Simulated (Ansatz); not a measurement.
# F-43m: 4 crystals compared

All 4 crystals share space group F-43m (No. 216) and the same kinds of sites, 2 atoms in the primitive cell. They are database entries and needn't be the stable phases. The set is a selection: crystals with no linear-response run were left out. Cells are relaxed by PAW under the functional.

Quantity: dielectric response and Born charges by linear response (direction means). Level: r²SCAN, PAW on Ansatz 0.2.0's default frozen-core files (fitted under PBE), scalar-relativistic.

```tsv
crystal	cell (conventional)	k mesh	smearing (eV)	ε∞	largest |Z*| (e)	ε₀
GaP	a = 5.451 Å	8×8×8	none	9.36	2.15	11.4
InP	a = 5.907 Å	8×8×8	none	?	?	?
SiC	a = 4.356 Å	8×8×8	none	6.52	2.72	9.8
MgTe	a = 6.464 Å	6×6×6	none	4.96	1.92	7.3
```

Task: What did the calculation give for InP?

Result: ε∞ = 9.73, largest |Z*| = 2.58 e, ε₀ = 12.7.

Caveats: frozen-core PAW files fitted under PBE, their cores solved anew for the functional of the run; zone-boundary modes aren't tested; field response not resolved by the mesh; this zinc-blende form is metastable at ambient conditions (MgTe); semilocal gaps are low, so ε∞ comes out large.
